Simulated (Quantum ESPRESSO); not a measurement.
InP:

```
In P
1.0
     0.00000    2.93050    2.93050
     2.93050    0.00000    2.93050
     2.93050    2.93050    0.00000
In P
1 1
Direct
  0.00000 0.00000 0.00000
  0.75000 0.75000 0.75000
```

Base run:

- Program: Quantum ESPRESSO 7.5
- Functional: WC
- Potentials or basis: GBRV 1.5 PBE
- Cutoff: 762 eV
- Density cutoff: 6095 eV
- k mesh: 6 × 6 × 6, shifted
- Occupations: fermi-dirac, width 0.05 eV
- Spin: no spin polarisation

Its results: pressure 0.6 GPa; electronic dielectric tensor (diagonal) 11.65.

Problem. The run is repeated on the same cell with these changes: functional from WC to PBE. What comes out?

Solution. Pressure 3.1 GPa; electronic dielectric tensor (diagonal) 10.96.

PBE binds less tightly than WC, so the same cell stands under more pressure.

Caveats: the potentials were made for another functional, which shifts forces and pressure (some runs); the cell is more than 3 GPa from zero pressure, which shifts response properties (some runs).
